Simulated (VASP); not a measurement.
KF (Carobbiite): relaxation of cell and atoms with LDA

The system is KF (Carobbiite).

```
K F
1.0
     0.00000    2.58129    2.58129
     2.58129    0.00000    2.58129
     2.58129    2.58129    0.00000
K F
1 1
Cartesian
  0.0000 0.0000 0.0000
  2.5813 2.5813 2.5813
```

```json
{
  "Program": "VASP 6.6.1",
  "Task": "relaxation of cell and atoms",
  "Functional": "LDA",
  "Potentials or basis": "VASP PAW LDA potentials, release 64 (K_sv, F)",
  "Cutoff": "600 eV",
  "k mesh": "8 × 8 × 8",
  "Occupations": "gaussian, width 0.02 eV",
  "Spin": "no spin polarisation",
  "Dipole correction": "no",
  "Further INCAR settings": "ALGO = Normal; EDIFF = 1e-06; IBRION = 2; EDIFFG = -0.005; NSW = 100; ISIF = 3"
}
```

```json
{"Relaxed volume": "17.27 Å³/atom", "Relaxed cell": "a = 3.655 Å, b = 3.655 Å, c = 3.655 Å, α = 60.00°, β = 60.00°, γ = 60.00°", "Space group after relaxing (to 0.05 Å)": "Fm-3m (No. 225)", "Energy gained by relaxing": "0.0 meV/atom", "Ionic steps": "3", "Pressure after relaxing": "0.0 GPa", "Band gap on the k mesh": "6.33 eV, direct"}
```

Final structure:
```xyz
2
Lattice="0.0000 2.5848 2.5848 2.5848 0.0000 2.5848 2.5848 2.5848 0.0000" Properties=species:S:1:pos:R:3 pbc="T T T"
K     0.0000    0.0000    0.0000
F     2.5848    2.5848    2.5848
```

Levels at points of the mesh, in eV from the valence-band top:
| k point | band 6 | band 7 | band 8 | band 9 | band 10 | band 11 |
| --- | --- | --- | --- | --- | --- | --- |
| (0.00, 0.00, 0.00) | 0.00 | 0.00 | 0.00 | 6.33 | 10.77 | 10.77 |
| (0.50, 0.00, 0.00) | -0.97 | -0.46 | -0.46 | 9.19 | 10.97 | 12.44 |
| (0.50, 0.50, 0.00) | -0.14 | -0.02 | -0.02 | 7.95 | 10.69 | 12.20 |

It took 16 s on 1 thread of Intel(R) Xeon(R) Platinum 8488C (Sapphire Rapids), on a shared host, peak memory 0.16 GiB.

A k mesh can miss the band edges. A hybrid or GW would open this gap; LDA tends to underestimate it.
